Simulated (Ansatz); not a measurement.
Input for Ansatz (plane-wave DFT, PAW):

```yaml
crystal:
  lattice:
    - [0.0, 2.3209733876, 2.3209733876]
    - [2.3209733876, 0.0, 2.3209733876]
    - [2.3209733876, 2.3209733876, 0.0]
  atoms:
    - { symbol: Zr, position: [0.5, 0.5, 0.5] }
    - { symbol: C, position: [0.0, 0.0, 0.0] }
basis:
  ecutwfc: 420
kpoints:
  mp_grid: { grid: [16, 16, 16] }
hamiltonian:
  xc: pbesol
scf:
  occupations: { method: gaussian, width: 0.1 }
output:
  forces: true
  stress: true
  eigenvalues: true
```

Launched with
```bash
ansatz run input.yaml --threads 1 --pin off --max-ram 1331MiB --backend cpu --events-out ev --progress --plain --runs-dir out
```

Theory: DFT PBEsol, scalar-relativistic, plane waves, PAW (Ansatz).

From the run's log, abridged:

```
Pseudopotentials: kind: paw
Pseudopotential: Zr, paw, valence charge 12, recommended cutoff 420 eV (normal)
Pseudopotential: C, paw, valence charge 4, recommended cutoff 420 eV (normal)
Functional definition: PBEsol
Crystal: 2 atoms, lattice volume = 25.006 Å³
Basis set: ecut = 420 eV, 531 PW (Γ), exchange–correlation on 48×48×48 points (8 copies of the dense FFT grid, shifted against one another)
Bands: 12, of which v1, the nominal top of the filled ones, is band 8 counted from 1 (7 counted from 0)
Symmetry: 48 space group operations
Space group: Fm-3m (ITA 225), of the structure as read, at distance tolerance 2.9e-5 Å
k-points: 145 of 4096
Initial density: superposition of atomic densities (neutral atoms: chi_scale 0, normalization atom), corrected by the library's trained network
Initial wavefunctions: pseudopotential atomic-orbital guess
Functional: x = pbesol(κ = 0.804, μ = 0.12345679), c = pbesol(β = 0.046)
SCF iter   1: F=—  HF=-4377.174650 eV  |F-HF|=—  |Δ(HF+E_count)|=         —  Δρ=9.35e-3  dr2=2.78e-2  ethr=1.77e-3  ⟨swp⟩=5.0  Hψ=8724  notcnv=0
SCF iter   2: F=—  HF=-4377.168358 eV  |F-HF|=—  |Δ(HF+E_count)|=   6.29e-3  Δρ=2.79e-3  dr2=2.61e-3  ethr=1.74e-4  ⟨swp⟩=1.0  Hψ=2900  notcnv=0
SCF iter   3: F=—  HF=-4377.167817 eV  |F-HF|=—  |Δ(HF+E_count)|=   5.42e-4  Δρ=4.41e-4  dr2=3.32e-5  ethr=1.63e-5  ⟨swp⟩=2.0  Hψ=2177  notcnv=0
SCF iter   4: F=—  HF=-4377.167816 eV  |F-HF|=—  |Δ(HF+E_count)|=   4.27e-7  Δρ=9.72e-5  dr2=1.33e-6  ethr=2.08e-7  ⟨swp⟩=2.3  Hψ=2282  notcnv=0
SCF iter   5: F=-4377.167816 eV  HF=-4377.167816 eV  |F-HF|=9.91e-11  |Δ(HF+E_count)|=   2.74e-7  Δρ=5.08e-6  dr2=3.06e-9  ethr=8.28e-9  ⟨swp⟩=2.4  Hψ=2425  notcnv=0
SCF iter   6: F=-4377.167816 eV  HF=-4377.167816 eV  |F-HF|=4.73e-11  |Δ(HF+E_count)|=   2.29e-9  Δρ=7.92e-7  dr2=8.58e-11  ethr=1.91e-11  ⟨swp⟩=1.8  Hψ=5429  notcnv=0
SCF 1 converged in 6 iterations: F = -4377.167816 eV  dr2 = 8.58e-11
SCF converged after 6 iterations
Free energy (F): -4377.167816 eV
Harris-Foulkes:  -4377.167816 eV  (|F-HF|=4.73e-11)
Internal energy: -4377.166172 eV  (E = F + TS)
E sigma→0 (E₀):  -4377.166994 eV
Entropy (-TS):   -0.001644 eV (-0.822 meV/atom)
Fermi energy:    15.367327 eV
--- Per-component energies (eV) ---
  E_band       = -39.098808
  E_kinetic    = 424.478503
  E_local      = -576.202682  (includes V_loc(G=0)·N_el)
  E_nonlocal   = 106.310889
  E_hartree    = 173.034785
  E_xc         = -210.547468
  E_vxc        = -252.820801  (∫ρ·V_xc dr)
  E_paw        = -2994.361327  (= ΣΔE_a)
  E_vpaw       = -86.934296  (= ΣTr[D̂ρ^β])
  E_aug_tail   = 0.000032  (compensation charges beyond the density's cutoff)
  E_ewald      = -1300.065725
  E_core_change = 0.186821  (= ΣΔE_core)
  E_smearing   = -0.001644  (= −TS)
--- Forces (eV/Å), atoms counted from 1 ---
  atom   1  Zr     0.00000000     0.00000000     0.00000000
  atom   2  C      0.00000000     0.00000000     0.00000000
--- Stress (GPa, compression-positive) ---
        4.231935       0.000000       0.000000
        0.000000       4.231935       0.000000
        0.000000       0.000000       4.231935
  P = ⅓ Tr σ = 4.2319 GPa (42.319 kbar)
--- Band table (eV; the first three rows and the last of 145) ---
  k-point 0: bands = ["-32.4469", "-10.1611", "-10.1611", "-10.1611", "3.9667", "16.3420", "16.3420", "16.3420", "16.4514", "16.4514", "16.4514", "18.2962"]
  k-point 1: bands = ["-32.4423", "-10.2024", "-10.1645", "-10.1645", "4.0631", "15.5553", "15.7680", "15.7680", "16.6828", "16.6828", "17.0333", "18.8332"]
  k-point 2: bands = ["-32.4291", "-10.3185", "-10.1744", "-10.1744", "4.3418", "14.5815", "14.9589", "14.9589", "16.9836", "16.9836", "17.4769", "19.9153"]
  k-point 144: bands = ["-32.2834", "-10.7567", "-10.7567", "-10.5185", "5.8881", "12.6444", "13.0105", "13.0105", "18.7668", "18.7668", "21.3433", "22.7689"]
```

The run converged.